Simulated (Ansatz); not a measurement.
# CsH (Fm-3m): from the cell to its phonons

Aim: the phonons of CsH (Fm-3m) at a cell relaxed beforehand at this level. After the zone centre comes a 4×4×4 q mesh on a 8×8×8 k mesh.

Calculated with Ansatz 0.2.0; DFT PBEsol, scalar-relativistic, plane waves, PAW.

Most raw output is cut from this account.

The database entry behind the starting cell differs from later determinations by our own check (0.1 to 0.3 % short, probably kX units), so it need not match the best structure at ambient conditions.

### Step 1. Starting point

It takes space group Fm-3m (No. 225, cubic). The conventional cell has a = 6.252 Å, b = 6.252 Å, c = 6.252 Å, α = 90.00°, β = 90.00°, γ = 90.00°. Nearest to Cs lie 6 H at 3.13 Å. H has 6 Cs at 3.13 Å nearest. Farther neighbours are not listed.

### Step 2. Linear response at the zone centre

The cell comes from relaxations at this level that are not shown. The zone centre comes first: it holds the modes that light can see, as far as symmetry allows. The response to a homogeneous field gives the Born charges and the dielectric tensor.

input.yaml

```yaml
crystal:
  lattice:
    - [0.0, 3.1261165314, 3.1261165314]
    - [3.1261165314, 0.0, 3.1261165314]
    - [3.1261165314, 3.1261165314, 0.0]
  atoms:
    - { symbol: Cs, position: [0.0, 0.0, 0.0] }
    - { symbol: H, position: [0.5, 0.5, 0.5] }
kpoints:
  mp_grid: { grid: [8, 8, 8] }
hamiltonian:
  xc: pbesol
scf:
  occupations: { method: fixed }
output:
  eigenvalues: true
phonons:
  method: dfpt
  dielectric: true
  rigid_motions: translations
```

Started as:

```console
$ ansatz run input.yaml --threads 4 --pin off --max-ram 7168MiB --backend cpu --events-out ev --progress --plain --runs-dir out
```

Wall time 7 s (4 threads of Intel Xeon Platinum 8488C (Sapphire Rapids), shared host); peak memory 0.53 GiB; 23 s of CPU time.

Numbers from this step:

* gap on the k-mesh: 2.064 eV
* volume per atom: 30.55 Å³
* sum-rule residual before enforcement: 1.33e-4 eV/Å²
* miss of the charge sum rule: 3.39e-4 e
* estimated error of the dielectric tensor: 0.007167
* estimated error of the Born charges: 0.009650 e
* point group: m-3m
* highest optical mode at the zone centre (no LO-TO term): 402.1 cm⁻¹
* lowest optical zone-centre mode: 402.1 cm⁻¹
* mean high-frequency dielectric constant: 3.296
* largest Born charge (third of the trace): 1.133 e
* mean static dielectric constant: 9.688
* top of the zone-centre spectrum with the field: 689.4 cm⁻¹

Without the LO-TO term. Patterns of degenerate modes are one choice out of their space. Modes at Γ, with each element's share of the kinetic energy:

```
mode  frequency (cm⁻¹)  symmetry  Cs %  H %
   1               0.0  acoustic    99    1
   2               0.0  acoustic    99    1
   3               0.0  acoustic    99    1
   4             402.1       T1u     1   99
   5             402.1       T1u     1   99
   6             402.1       T1u     1   99
```

Displacements in mode 5 (402.1 cm⁻¹), the largest set to 1:
```
Cs1 -0.01  0.00  0.00
H2   1.00  0.00  0.00
```

Optical modes at the zone centre, without and with the macroscopic field of the longitudinal modes; each column is sorted by frequency, so a row need not hold one and the same mode. Modes with and without the field, by row:

```
rank among optical modes  no field (cm⁻¹)  q along (1, 0, 0) (cm⁻¹)
                       1            402.1                     402.1
                       2            402.1                     402.1
                       3            402.1                     689.4
```

Born charge (rows field, columns displacement) (e), principal values of the symmetric part by kind of site:

```
atom  atoms with these values    low  middle   high   mean
 Cs1                        1   1.13    1.13   1.13   1.13
  H2                        1  -1.13   -1.13  -1.13  -1.13
```

In full for H2:

```
-1.13  0.00  0.00
 0.00 -1.13  0.00
 0.00  0.00 -1.13
```

High-frequency dielectric tensor:

```
3.30 0.00 0.00
0.00 3.30 0.00
0.00 0.00 3.30
```

Static dielectric tensor (ions relaxed, fixed cell):

```
9.69 0.00 0.00
0.00 9.69 0.00
0.00 0.00 9.69
```

Transverse modes. Lines of the infrared spectrum (strongest = 100):

```
position (cm⁻¹)  label  relative intensity
            402    T1u                 100
```

Before it was imposed, the acoustic sum rule was missed by 1.3e-4 eV/Å² and the charge sum rule by 3.4e-4 e. Small misses are needed for a sound result but don't prove that mesh and cutoff are converged. The lowest optical mode is real, 402 cm⁻¹.

### Step 3. Phonons on a q mesh

Stability and thermal properties need the whole zone. Linear response on a 4×4×4 q mesh gives force constants as far as a supercell of that size would, and the tensors from the zone-centre run are typed in so that the long-range dipole term is interpolated apart.

input.yaml, the sections that differ from step 2:

```yaml
phonons:
  method: dfpt
  qmesh: [4, 4, 4]
  temperatures: { t_max: 1000, t_step: 50 }
  qpath:
    path:
      - [[0.0, 0.0, 0.0], [0.5, 0.0, 0.5], [0.625, 0.25, 0.625]]
      - [[0.375, 0.375, 0.75], [0.0, 0.0, 0.0], [0.5, 0.5, 0.5], [0.5, 0.25, 0.75], [0.5, 0.0, 0.5]]
    npoints: 10
  non_analytic_term:
    high_frequency_dielectric_tensor: [[3.2958, 0.0, 0.0], [0.0, 3.2958, 0.0], [0.0, 0.0, 3.2958]]
    born_effective_charges:
      - { species: Cs, tensor: [[1.1331, 0.0, 0.0], [0.0, 1.1331, 0.0], [0.0, 0.0, 1.1331]] }
      - { species: H, tensor: [[-1.1331, 0.0, 0.0], [0.0, -1.1331, 0.0], [0.0, 0.0, -1.1331]] }
    source: "zone-centre run at this cell"
# crystal, kpoints, hamiltonian, scf, output: as in step 2
```

The job ended after 46 s (4 threads; peak memory 1 GiB).

This step gave:

| Item | Value |
| --- | --- |
| sum-rule residual before enforcement | 1.35e-4 eV/Å² |
| lowest frequency on the path | 0 cm⁻¹ |
| highest frequency on the path or at a solved wavevector | 698.8 cm⁻¹ |
| mean frequency | 282 cm⁻¹ |
| Debye temperature (second moment) | 694 K |
| logarithmic mean frequency | 148 cm⁻¹ |
| lowest mode on the q mesh (acoustic modes at Γ apart) | 26.22 cm⁻¹ |
| zero-point energy per atom | 52.44 meV |
| heat capacity at 300 K | 20.05 J/(mol atoms K) |
| vibrational entropy at 300 K | 36.35 J/(mol atoms K) |
| edges of the widest gap between branches, on path and mesh | 64.5, 402.1 cm⁻¹ |

Frequencies (cm⁻¹) solved at each irreducible wavevector; negative means imaginary. Frequencies by wavevector, by row:

```
q in reciprocal lattice units  star  mode 1  mode 2  mode 3  mode 4  mode 5  mode 6
                        0 0 0     1       0       0       0   402.1   402.1   402.1
                     0 0 0.25     8      30      30    45.5   458.9   458.9   694.4
                     0 0 -0.5     4    38.4    38.4    64.5   505.7   505.7   698.8
                  0 0.25 0.25     6    26.2    26.2      55   424.7   424.7     637
                  0 0.25 -0.5    24    37.8    46.4    58.6   469.7   487.9   599.1
                 0 0.25 -0.25    12    38.3    42.6    57.5   455.6   499.7   653.4
                  0 -0.5 -0.5     3    33.9    33.9    61.1   427.8   427.8   488.6
              0.25 -0.5 -0.25     6      46    51.5    51.5   468.3   468.3   555.8
```

Interpolated from a 4×4×4 q mesh, with the LO-TO term (at Γ the limit along the path; where Γ stands inside the path, tables give the limit on arrival). The phonon branches at the labelled points (cm⁻¹):

```
    point  branch 1  branch 2  branch 3  branch 4  branch 5  branch 6
        Γ         0         0         0       402       402       689
  halfway        26        26        55       425       425       637
        X        34        34        61       428       428       489
  halfway        36        41        60       440       469       488
        U        39        51        56       468       483       550
jump to K        39        51        56       468       483       550
  halfway        33        35        51       445       480       675
        Γ         0         0         0       402       402       689
  halfway        30        30        46       459       459       694
        L        38        38        64       506       506       699
  halfway        40        47        60       487       493       633
        W        46        52        52       468       468       556
  halfway        41        41        59       445       486       498
        X        34        34        61       428       428       489
```

Tetrahedra on a 20×20×20 mesh, mean over bins of 10 cm-1. Interpolated from a 4×4×4 q mesh. Table of phonon density of states by wavenumber; read off at these points:

```
wavenumber (cm⁻¹)  phonon density of states (1/cm⁻¹/cell)
                5                                  4.6e-4
               25                                  0.0193
               35                                   0.103
               55                                  0.0767
               75                                       0
              105                                       0
              125                                       0
              145                                       0
              175                                       0
              195                                       0
              225                                       0
              245                                       0
              275                                       0
              295                                       0
              315                                       0
              345                                       0
              365                                       0
              395                                       0
              415                                 0.00225
              435                                  0.0168
              465                                  0.0255
              485                                  0.0361
              515                                  0.0016
              535                                 0.00222
              565                                 0.00412
              585                                 0.00453
              605                                 0.00497
              635                                 0.00591
              655                                 0.00688
              685                                  0.0116
              705                                       0
```

The partial phonon density of states has structure finer than the step of the table below, so its rows give means over 25 cm⁻¹, whole bins alone (the curve runs from -10 to 730 cm⁻¹). Peaks (cm⁻¹: height): Cs 41.2: 0.100; H 483.2: 0.0350, 678.5: 0.00989.

Phonopy on the run's constants, 15x15x15 mesh, Gaussian sigma 5.3 cm-1. Interpolated from a 4×4×4 q mesh. Table of partial phonon density of states by wavenumber; means over each step; values in 1/cm⁻¹/cell:

```
wavenumber (cm⁻¹)       Cs        H
               25   0.0364   9.2e-5
               50   0.0736   9.0e-5
               75  0.00890   6.4e-6
              100        0        0
              125        0        0
              150        0        0
              175        0        0
              200        0        0
              225        0        0
              250        0        0
              275        0        0
              300        0        0
              325        0        0
              350        0        0
              375        0   4.0e-7
              400   2.4e-6   5.8e-4
              425   4.0e-5  0.00905
              450   6.0e-5   0.0208
              475   3.5e-5   0.0301
              500   5.9e-6   0.0207
              525        0  0.00240
              550        0  0.00302
              575        0  0.00411
              600        0  0.00490
              625        0  0.00563
              650   5.7e-6  0.00654
              675   1.9e-5  0.00857
              700   8.8e-6  0.00354
```

Second derivatives of the energy by pair, one row for each kind of neighbour of each atom listed. Each entry sums the pair over the periodic images of the supercell that the q mesh stands for, and in a polar crystal it holds the long-range dipole part too. Force constants by pair, by row:

```
atom  neighbour  distance (Å)  third of the trace (eV/Å²)  along the pair's line (eV/Å²)
 Cs1     itself             0                       1.202                              –
 Cs1          H         3.126                     -0.1538                        -0.2423
 Cs1         Cs         4.421                     -0.0265                        -0.2009
 Cs1          H         5.415                      0.0024                         0.0676
 Cs1         Cs         6.252                     -0.0015                        -0.0389
 Cs1          H          6.99                      0.0066                         0.0424
  H2     itself             0                       1.019                              –
  H2         Cs         3.126                     -0.1538                        -0.2423
  H2          H         4.421                      0.0048                        -0.0958
  H2         Cs         5.415                      0.0024                         0.0676
  H2          H         6.252                     -0.0429                        -0.1321
  H2         Cs          6.99                      0.0066                         0.0424
```

Harmonic thermodynamic functions per atom, from the density of states. Interpolated from a 4×4×4 q mesh. Thermodynamic functions, by row:

```
T (K)  F_vib (meV/atom)  S (J/mol-atom/K)  C_V (J/mol-atom/K)
    0             52.44                 0                   0
   50              50.1             10.79               10.87
  100             42.22             18.89               12.55
  200             17.14             28.86               16.84
  300             -16.8             36.35               20.05
  400            -57.72             42.39               21.82
  500            -104.3             47.38               22.81
  600            -155.7             51.59               23.41
  700            -211.1             55.23               23.79
  800              -270             58.43               24.05
  900            -332.1             61.27               24.23
 1000            -396.9             63.83               24.36
```

Harmonic mean-square displacement, third of the trace. Interpolated from a 4×4×4 q mesh. Mean square displacements, by row:

```
T (K)  Cs1 U_eq (Å²)  H2 U_eq (Å²)
    0         0.0031       0.03363
  100         0.0122       0.03699
  300        0.03579       0.05169
  600        0.07143       0.08559
```

Symmetry leaves 8 wavevectors to solve. The lowest mode among them, the acoustic zeros apart, lies at q = (0, 0.25, 0.25) and is real, 26.2 cm⁻¹.

### Step 4. The same by displaced supercells

Finite displacements in a 2×2×2 supercell give force constants from forces alone. They are exact at the wavevectors that the supercell holds, where they check the linear-response result.

Changes to input.yaml since step 3:

```diff
@@ -17,4 +17,4 @@
 phonons:
-  method: dfpt
-  qmesh: [4, 4, 4]
+  method: fd
+  supercell: [2, 2, 2]
   temperatures: { t_max: 1000, t_step: 50 }
```

Run time: 13 s. Hardware: 4 threads; peak memory 1.2 GiB.

Numbers from this step:

```yaml
atoms_in_the_supercell: 16
sum_rule_residual_before_enforcement: 4.52e-5 eV/Å²
highest_frequency_on_the_path_or_at_a_solved_wavevector: 698.7 cm⁻¹
```

Interpolated from a 2×2×2 supercell, rough between the solved points, with the LO-TO term (at Γ the limit along the path; where Γ stands inside the path, tables give the limit on arrival). The phonon branches at the labelled points (cm⁻¹):

```
    point  branch 1  branch 2  branch 3  branch 4  branch 5  branch 6
        Γ         0         0         0       402       402       689
  halfway        27        27        54       458       458       630
        X        34        34        61       428       428       488
  halfway        35        40        60       434       454       494
        U        38        50        55       450       505       516
jump to K        38        50        55       450       505       516
  halfway        32        36        51       455       490       669
        Γ         0         0         0       402       402       689
  halfway        30        30        46       457       457       694
        L        38        38        64       506       506       699
  halfway        40        45        59       479       501       616
        W        46        50        50       485       492       492
  halfway        40        41        58       455       458       496
        X        34        34        61       428       428       488
```

Tetrahedra on a 18×18×18 mesh, mean over bins of 10 cm-1. Interpolated from a 2×2×2 supercell, rough between the solved points. Phonon density of states against wavenumber; read off at these points:

```
wavenumber (cm⁻¹)  phonon density of states (1/cm⁻¹/cell)
                5                                  4.0e-4
               25                                  0.0198
               35                                   0.114
               45                                  0.0714
               65                                  0.0159
               85                                       0
               95                                       0
              115                                       0
              135                                       0
              155                                       0
              175                                       0
              195                                       0
              215                                       0
              235                                       0
              255                                       0
              265                                       0
              285                                       0
              305                                       0
              325                                       0
              345                                       0
              365                                       0
              385                                       0
              405                                  4.4e-4
              425                                 0.00255
              445                                  0.0128
              455                                  0.0262
              465                                  0.0447
              475                                  0.0280
              495                                  0.0291
              515                                 0.00614
              535                                 0.00359
              555                                 0.00383
              575                                 0.00413
              595                                 0.00451
              615                                 0.00489
              625                                 0.00515
              645                                 0.00576
              665                                 0.00684
              685                                 0.00977
              705                                       0
```

At Γ the two methods differ by at most 0.0 cm⁻¹.

### Step 5. What came out

| Property | Result |
| --- | --- |
| space group (within 0.01 Å) | Fm-3m |
| volume per atom | 30.6 Å³ |
| gap on the k-mesh | 2.06 eV |
| highest optical mode at the zone centre (no LO-TO term) | 402 cm⁻¹ |
| top of the zone-centre spectrum with the field | 689 cm⁻¹ |
| lowest optical zone-centre mode | 402 cm⁻¹ |
| mean high-frequency dielectric constant | 3.30 |
| mean static dielectric constant | 9.69 |
| largest Born charge (third of the trace) | 1.13 e |
| lowest mode on the q mesh (acoustic modes at Γ apart) | 26.2 cm⁻¹ |
| highest frequency on the path or at a solved wavevector | 699 cm⁻¹ |
| zero-point energy per atom | 52.4 meV |
| heat capacity at 300 K | 20.1 J/(mol atoms K) |
| vibrational entropy at 300 K | 36.4 J/(mol atoms K) |
| Debye temperature (second moment) | 694 K |
| imaginary modes on the 4×4×4 q mesh | none |

**Reading.** The structure is a minimum as far as tested: no mode is imaginary at the 8 irreducible wavevectors of the 4×4×4 mesh, and the softest away from the acoustic zeros lies at 26 cm⁻¹. Without the field, the optical modes at Γ form one degenerate level at 402 cm⁻¹. The highest mode in this list at Γ, 402.1 cm⁻¹, is mostly motion of H (99 % of the kinetic energy). With the macroscopic field of the longitudinal modes the top of the zone-centre spectrum lies at 689 cm⁻¹, against 402 cm⁻¹ without it. Lattice motion raises the mean dielectric constant from 3.296 to 9.688. The strongest infrared line is at 402 cm⁻¹. On the path and the mesh, the widest gap between branches runs from 64 to 402 cm⁻¹. Finite displacements and linear response differ by 0.0 cm⁻¹ in the highest zone-centre mode. Spin-orbit coupling is left out, which can matter for the heavy elements here. These are harmonic frequencies at zero temperature: anharmonic shifts, linewidths and thermal expansion are left out.

[Logs are printed without paths, hosts, clocks, repeated set-up lines and the standing remarks that a program may print on its own settings, such as how far it seeks lower states.]

[Hosts, paths, dates, database ids (printed as entryN), source tags and the programs' standing remarks are cut or masked in the printed files.]
